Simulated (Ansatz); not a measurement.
# SnTe: pressure against volume per atom

Periodic Kohn-Sham DFT of a crystal at fixed atoms; pressure and stress are positive in compression; the energy is the free energy less that of spherical unpolarised free atoms; site moments are those in the method's own spheres, positive along +z. The results are calculated, by Ansatz 0.2.0.

Cell of the first row (space group Fm-3m, No. 225):
```
cell vectors (Å)
   0.0000     3.0921     3.0921
   3.0921     0.0000     3.0921
   3.0921     3.0921     0.0000
atoms (fractions of the cell vectors)
Sn  0.00000  0.00000  0.00000
Te  0.50000  0.50000  0.50000
```

Settings of every row: method all-electron PAW; functional PBE; relativity scalar; k mesh 11x11x11; filling fermi-dirac; smearing width 0.08 eV; nucleus gaussian.

Atom start moment: 0 on all atoms.

Limits: no spin-orbit coupling on heavy atoms.

| row | volume per atom (Å³) | pressure (GPa) |
| --- | --- | --- |
| 1 | 29.563 | 5.504 |
| 2 | 30.192 | 4.222 |
| 3 | 30.821 | 3.07 |
| 4 | 31.135 | 2.537 |
| 5 | 31.764 | 1.552 |
| 6 | 32.079 | 1.097 |
| 7 | 32.708 | ? |
| 8 | 33.337 | -0.505 |

Question: what pressure should row 7 give?

Worked fit of pressure. Take u = (V_r/V)^(2/3) − 1 with V_r = 31.135 Å³ an atom, which is twice the finite (Eulerian) strain; such expansions in the strain, on which the Birch-Murnaghan equation of state is built, carry the rest volume and the bulk modulus. The shown rows have u = 0.03514, 0.02072, 0.00678, 0, -0.01325, -0.01972, -0.04453. Least squares give pressure = 2.5375 + 77.01 × u + 203.84 × u² + 198 × u³ GPa; a parabola predicts inner rows, each left out in turn, worse (root mean square 0.0035 against 0.00096 GPa). The rows lie off it by 0.000, 0.000, 0.001, -0.001, 0.000, 0.000, 0.000. The pressure vanishes at u = -0.0363, or V = 32.91 Å³ an atom, and there the bulk modulus at fixed shape and fractions is B = −V dP/dV = (2/3)(1 + u) dP/du = 40.5 GPa. The withheld row has u = -0.03232, so the fit gives 2.5375 + 77.01 × (-0.03232) + 203.84 × (-0.03232)² + 198 × (-0.03232)³ = 0.255 GPa.

The calculation gave 0.255 GPa. The fit meets it to the printed digit.
